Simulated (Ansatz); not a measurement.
The elements of this relaxed trial crystal are hidden behind letters.

```
lattice vectors (Å)
   3.7920    0.0000    0.0000
   0.0000    3.7920    0.0000
   0.0000    0.0000    2.6125
fractional positions
X 0.5000 0.0000 0.5000
X 0.0000 0.5000 0.5000
Z 0.5000 0.5000 0.0000
```

Level of theory: DFT PBE, scalar-relativistic, plane waves, PAW (Ansatz 0.2.0). Plane waves to 420 eV, a 12×12×18 mesh through Γ for the 3-atom cell and 0.10 eV Gaussian smearing; collinear spin.

| Quantity | Value |
| --- | --- |
| Space group | P4/mmm (No. 123) |
| Conventional cell | a = 3.792 Å, c = 2.612 Å |
| Volume per atom | 12.52 Å³ |
| Density | 6.45 g/cm³ |
| Formation energy | −0.01 eV/atom |
| Gap on the 12×12×18 mesh of the 3-atom cell | 0 eV (a metal) |
| Net moment per atom | 0.46 μB |

Energies are uncorrected and count from the elements' standard states at the same level.

Problem. X is a d-block element of period 4 and Z is a p-block element of period 3. Which elements are they?

Solution. X = Co, Z = Si, so the formula is Co2Si. Density times volume gives a mean mass of 6.45 × 12.52/1.6605 = 48.6 u per atom, and this set has 48.7 u. Co has 4 Si at 2.30 Å and 6 Co at 2.61–2.68 Å; Si has 8 Co at 2.30 Å and 2 Si at 2.61 Å. Other sets within the hints have nearly the same mass, so mass alone doesn't settle it; this one was computed.

Another magnetic order may lie lower. A structure relaxed within its symmetry needn't be a true minimum. Another cell of Co2Si relaxed alike, in P4/mmm, lies 33 meV/atom lower, so this cell isn't the stable form at this level.
